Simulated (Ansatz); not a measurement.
Crystal: GaP.

```
Ga P
1.0
     0.00000    2.72525    2.72525
     2.72525    0.00000    2.72525
     2.72525    2.72525    0.00000
Ga P
1 1
Direct
  0.00000 0.00000 0.00000
  0.75000 0.75000 0.75000
```

Program: Ansatz 0.2.0. Alike in all runs: potentials or basis Ansatz PAW; cell as given.

Q: Order these runs on this cell by their band gap on the k mesh, lowest first.
A. level PBE; spin off; k mesh 8 × 8 × 8; cutoff (eV) 420; smearing gaussian 0.022 eV; mesh quality not flagged
B. level B3LYP; spin off; k mesh 4 × 4 × 4; cutoff (eV) 420; smearing fermi-dirac 0.05 eV; points for each segment of the path 4; mesh quality coarse
C. level r2SCAN; spin off; k mesh 8 × 8 × 8; cutoff (eV) 500; smearing fermi-dirac 0.05 eV; points for each segment of the path 14; mesh quality not flagged
D. level LDA; spin off; k mesh 8 × 8 × 8; cutoff (eV) 420; smearing fixed; mesh quality not flagged
E. level HSE06; spin SOC, no magnetisation; k mesh 4 × 4 × 4; cutoff (eV) 420; smearing fermi-dirac 0.05 eV; mesh quality coarse

A: D (1.49 eV), A (1.64 eV), C (1.89 eV), E (2.27 eV), B (2.90 eV).

Caveats: some runs use coarse meshes; the k mesh misses the band edges, so the gap on the mesh is wider than the one along the path (some runs).
